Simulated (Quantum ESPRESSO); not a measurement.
RbBr:

```
Rb Br
1.0
     0.00000    3.42700    3.42700
     3.42700    0.00000    3.42700
     3.42700    3.42700    0.00000
Rb Br
1 1
Cartesian
  0.0000 0.0000 0.0000
  3.4270 3.4270 3.4270
```

- Program: Quantum ESPRESSO 7.5
- Task: phonon dispersion
- Functional: LDA
- Potentials or basis: PseudoDojo 0.4.1 SR LDA standard
- Cutoff: 599 eV
- Density cutoff: 2395 eV
- k mesh: 4 × 4 × 4, shifted
- Occupations: fermi-dirac, width 0.05 eV
- Spin: no spin polarisation
- Form of the LDA correlation: PW92
- Mixing beta: 0.5
- Most SCF iterations: 120
- SCF threshold: 4e-10 Ry
- q mesh: 4 × 4 × 4

The cell and the atoms were relaxed first, to 37.03 Å³/atom (a = 4.714 Å, b = 4.714 Å, c = 4.714 Å, α = 60.00°, β = 60.00°, γ = 60.00°), and the response was taken there.

The first run showed a gap, so the response started from a second, tighter run with fixed occupations.

**Question.** What are the zero-point energy, and the vibrational entropy and heat capacity at 298.15 K?

**Answer.** Zero-point energy 14.3 meV/atom; entropy 6.20 k_B/atom (51.5 J/(K·mol of atoms)); Cv 2.96 k_B/atom, 99 % of the classical limit. These are harmonic values without the electrons' part.

Phonon frequencies at the corners of the path (cm⁻¹, interpolated; i marks imaginary ones):
```csv
point,frequencies
Γ,0 0 0 100 100 133
X,30 30 57 102 102 105
W,46 46 80 81 104 104
K,48 52 61 95 100 104
L,72 72 77 77 93 101
U,48 52 61 95 100 104
```

Harmonic thermodynamics per atom at this volume (zero-point energy 14.3 meV, Debye temperature from the second moment 150 K):
```csv
T (K),free energy (meV),entropy (k_B),heat capacity Cv (k_B)
50,12.1,1.40,2.01
100,2.3,3.06,2.69
200,-33.4,5.02,2.92
298.15,-81.2,6.20,2.96
500,-203.5,7.74,2.99
800,-423.1,9.14,2.99
```

Phonon states per cell in windows of 10 cm⁻¹ (negative: imaginary):
```csv
from (cm⁻¹),total,Rb,Br
0,0.00,0.00,0.00
10,0.02,0.01,0.01
20,0.14,0.07,0.07
30,0.41,0.21,0.20
40,0.62,0.32,0.30
50,0.58,0.31,0.27
60,0.54,0.32,0.22
70,0.64,0.28,0.36
80,0.54,0.20,0.34
90,1.11,0.52,0.59
100,1.22,0.67,0.55
110,0.16,0.09,0.08
120,0.07,0.03,0.03
130,0.00,0.00,0.00
```
